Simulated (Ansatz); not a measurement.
Results of PBE (Ansatz, a program for electronic structure, PAW) for rock-salt NaBr.

Run with plane-wave cutoff 520 eV, 10×10×10 k mesh, Fermi–Dirac smearing 0.01 eV, scalar-relativistic PAW data made under PBE.

The cell is scaled about its equilibrium volume:

```
V (Å³/atom)  P (GPa)  direct gap at Γ (eV)
-----------  -------  --------------------
25.841          1.38                 4.247
26.391          0.87                 4.183
26.941          0.41                 4.123
27.490          0.00                 4.066
28.040         -0.37                 4.011
28.590         -0.69                 3.960
29.140         -0.99                 3.911
```

A straight line through the gaps at Γ against ln V gives a volume deformation potential dE_g(Γ)/d ln V of -2.8 eV: the gap at Γ widens under compression.

Measured, for comparison: band gap 7.1 eV (temperature not stated, no zero-point or thermal correction; as tabulated in Aguado et al. (1998), arXiv:cond-mat/9809176).

Spin–orbit coupling is not included.
